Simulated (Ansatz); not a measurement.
## InPd under changes of volume

One of the cells (17.513 Å³/atom); the others are scaled copies at fixed shape and fractional positions:

```
CELL_PARAMETERS angstrom
3.27188 0.00000 0.00000
0.00000 3.27188 0.00000
0.00000 0.00000 3.27188
ATOMIC_POSITIONS crystal
In 0.00000 0.00000 0.00000
Pd 0.50000 0.50000 0.50000
```

The cell comes from a database or a generator and needn't be the stable form of this composition.

```yaml
Program: Ansatz 0.2.0
Functional: LDA
Potentials_or_basis: Ansatz PAW
Cutoff: "420 eV (not typed: the program's choice for these potentials)"
k_mesh: 8 × 8 × 8
Occupations: fermi-dirac, width 0.05 eV
Spin: no spin polarisation
```

```tsv
volume (Å³/atom)	energy over the lowest point (meV/atom)	pressure (GPa)
16.462	0.00	1.3
16.813	?	?
17.163	7.82	-4.6
17.513	20.66	-7.1
17.863	38.53	-9.2
18.214	60.71	-10.9
18.564	86.33	-12.3
```

Question: What does the run at 16.813 Å³/atom give?

Answer: Energy over the lowest point 0.69 meV/atom; pressure -1.8 GPa.

Worked out: A Birch-Murnaghan fit of order 3 (a polynomial in V^(-2/3)) to the other rows has its minimum at 16.61 Å³/atom with B0 = V·E''(V) = 157 GPa and B' = 6.0. It gives 0.58 meV/atom at 16.813 Å³/atom, against the run's 0.69, and -dE/dV = -1.9 GPa, against -1.8.

Energies are extrapolated to zero smearing.

Caveats: the PAW data sets come from PBE, with cores solved anew for the run's functional, which leaves a small shift of forces and pressure.
